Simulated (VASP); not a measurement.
**CdTe in VASP: one cell, several levels of theory**

An exercise on one series of results from a longer session: the logs are not shown, and one member is left open.

The runs shown are made with VASP 6.6.1. PAW datasets, plane waves. Computed at 0 K without zero-point motion; spin polarisation is off.

**The cell**

The cell comes from an earlier relaxation with r2SCAN in another program.

The symmetry is F-43m (No. 216, cubic); conventional cell a = 6.560 Å, 35.29 Å³ an atom. Cd has 4 Te at 2.84 Å; Te has 4 Cd at 2.84 Å.

As a file:

```cif
data_structure
_symmetry_space_group_name_H-M 'F-43m'
_symmetry_Int_Tables_number 216
_cell_length_a 6.5599
_cell_length_b 6.5599
_cell_length_c 6.5599
_cell_angle_alpha 90.000
_cell_angle_beta 90.000
_cell_angle_gamma 90.000
_cell_volume 282.29
loop_
_atom_site_label
_atom_site_type_symbol
_atom_site_symmetry_multiplicity
_atom_site_Wyckoff_symbol
_atom_site_fract_x
_atom_site_fract_y
_atom_site_fract_z
_atom_site_occupancy
Cd1 Cd 4 a 0.00000 0.00000 0.00000 1
Te1 Te 4 d 0.25000 0.25000 0.75000 1
```

Set-up of the first run:

File INCAR:

```
ENCUT = 520.000000
SIGMA = 0.020000
EDIFF = 1.00e-07
GGA = PE
PREC = Accurate
IBRION = -1
ISIF = 2
ISMEAR = -1
NBANDS = 16
NELM = 120
NSW = 0
LASPH = .TRUE.
LCHARG = .TRUE.
LELF = .TRUE.
LWAVE = .FALSE.
LREAL = .FALSE.
```

File KPOINTS:

```
KPOINTS created by Atomic Simulation Environment
0
Gamma
6 6 6
0 0 0
```

File KPOINTS_OPT:

```
special points
6
Reciprocal
0.0000000000 0.0000000000 0.0000000000 1
0.5000000000 0.0000000000 0.5000000000 1
0.5000000000 0.2500000000 0.7500000000 1
0.3750000000 0.3750000000 0.7500000000 1
0.5000000000 0.5000000000 0.5000000000 1
0.6250000000 0.2500000000 0.6250000000 1
```

File POSCAR:

```
Cd Te
 1.0000000000000000
     0.0000000000000000    3.2799551176437878    3.2799551176437878
     3.2799551176437878    0.0000000000000000    3.2799551176437878
     3.2799551176437878    3.2799551176437878    0.0000000000000000
 Cd  Te
   1   1
Cartesian
  0.0000000000000000  0.0000000000000000  0.0000000000000000
  1.6399775588218934  1.6399775588218934  1.6399775588218934
```

Potentials: the recommended PBE PAW datasets, 18 valence electrons in the neutral cell.

Launch:

```console
$ mpirun -np 1 vasp_std
```

Among the steps run: PBE; r2SCAN at this geometry; LDA at this geometry; PBEsol at this geometry; PBE+SOC at this geometry.

One of the session's tables, all rows but one given; the rest of the session is left out.

| level | gap (eV) |
| --- | --- |
| PBE | 0.66 |
| r2SCAN | 1.15 |
| LDA | ? |
| PBEsol | 0.55 |
| PBE+SOC | 0.39 |

Q: Estimate the row for LDA from the others.

As computed: gap (eV): 0.44. In the column «gap (eV)» it lies between PBE+SOC (0.39) and PBEsol (0.55).
